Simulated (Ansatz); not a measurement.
## From the elastic tensor of CuCl at 3.9 GPa (stress–strain coefficients) to moduli and sound speeds

Theory: Ansatz 0.2.0, DFT r2SCAN+D3(BJ), scalar-relativistic, plane waves, PAW. Settings: 500 eV plane-wave cutoff, Γ-centred 10×10×10 mesh, fixed occupations. No spin polarisation.

It takes space group F-43m (No. 216, cubic). The conventional cell has a = 5.224 Å, b = 5.224 Å, c = 5.224 Å, α = 90.00°, β = 90.00°, γ = 90.00°. Cu (site symmetry -43m) has 4 Cl at 2.26 Å as nearest neighbours. Cl (site symmetry -43m) is surrounded by 4 Cu at 2.26 Å.

The cell is the ideal cubic zincblende prototype.

Relaxed-ion constants (GPa, on the Cartesian axes of the calculation):
```
82.9 77.3 77.3  0.0  0.0  0.0
77.3 82.9 77.3  0.0  0.0  0.0
77.3 77.3 82.9  0.0  0.0  0.0
 0.0  0.0  0.0  6.8  0.0  0.0
 0.0  0.0  0.0  0.0  6.8  0.0
 0.0  0.0  0.0  0.0  0.0  6.8
```

Density 4.612 g/cm³; 2 atoms in 35.65 Å³.

The values that follow are for a polycrystal of randomly turned grains, by Hill's mean where one number stands. In a crystal this anisotropic the Voigt and Reuss bounds lie far apart, so Hill's mean and the sound speeds and Debye temperature from it are rough.

* Bulk modulus, Voigt / Reuss / Hill: 79.2 / 79.2 / 79.2 GPa
* Shear modulus, Voigt / Reuss / Hill: 5.2 / 4.3 / 4.8 GPa
* Young's modulus: 14 GPa
* Poisson ratio: 0.471
* Pugh ratio B/G: 16.62
* Universal anisotropy index: 1.01
* Longitudinal and transverse sound speeds: 4307 and 1017 m/s
* Debye temperature from the mean sound speed: 132 K

Cost: 1 run of about 7.9 core-minutes, on Arm Neoverse N1 (shared hosts).